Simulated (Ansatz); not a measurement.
Write the native input for Ansatz 0.2.0 that does the following.

| Item | Value |
| --- | --- |
| Task | band structure |
| Functional | LDA |
| Potentials or basis | Ansatz PAW soft_1 |
| Cutoff | 420 eV (not typed: the program's choice for these potentials) |
| k mesh | 7 × 7 × 7 |
| Occupations | fermi-dirac, width 0.05 eV |
| Spin | no spin polarisation |
| Path | [["G", "X", "M", "G", "R", "X"], ["M", "R"]] |
| Points for each segment of the path | 14 |

Crystal: Cu3Au (Auricupride).

```
Au Cu
1.0
     3.74000    0.00000    0.00000
     0.00000    3.74000    0.00000
     0.00000    0.00000    3.74000
Au Cu
1 3
Direct
  0.00000 0.00000 0.00000
  0.50000 0.50000 0.00000
  0.50000 0.00000 0.50000
  0.00000 0.50000 0.50000
```

The input as run:

input.yaml

```yaml
crystal:
  lattice:
    - [3.74, 0.0, 0.0]
    - [0.0, 3.74, 0.0]
    - [0.0, 0.0, 3.74]
  atoms:
    - { symbol: Au, position: [0.0, 0.0, 0.0] }
    - { symbol: Cu, position: [0.5, 0.5, 0.0] }
    - { symbol: Cu, position: [0.5, 0.0, 0.5] }
    - { symbol: Cu, position: [0.0, 0.5, 0.5] }
hamiltonian:
  xc: lda
  pseudopotentials: { kind: paw, azcp: { folder: soft_1 } }
kpoints:
  mp_grid: { grid: [7, 7, 7] }
  band_path:
    path:
      - [[0.0, 0.0, 0.0], [0.0, 0.5, 0.0], [0.5, 0.5, 0.0], [0.0, 0.0, 0.0], [0.5, 0.5, 0.5], [0.0, 0.5, 0.0]]
      - [[0.5, 0.5, 0.0], [0.5, 0.5, 0.5]]
    npoints: 14
scf:
  occupations: { method: fermi_dirac, width: 0.05 }
  n_extra_bands: 10
output:
  forces: true
  stress: true
  eigenvalues: true
  fatbands: false
  write_density: true
  write_potential: true
  elf: true
  volumetric_format: npy
```

Potentials or basis: Ansatz PAW soft_1.

Command:

```sh
$ ansatz run input.yaml --threads 2 --pin off --max-ram 5632MiB --backend cpu --events-out ev --progress --plain --runs-dir out
```

Results of the run:

| Quantity | Value |
| --- | --- |
| Pressure | -9.2 GPa |
| Band gap on the k mesh | none (metal or under the smearing width) |

Caveat: spin-orbit coupling is left out, which moves the levels of the heavy elements; the PAW data sets come from PBE, with cores solved anew for the run's functional, which leaves a small shift of forces and pressure.

Run time: 6.2 s on 2 threads of Intel(R) Xeon(R) Platinum 8259CL CPU @ 2.50GHz (Skylake/Cascade Lake), on a shared host, peak memory 0.45 GiB.
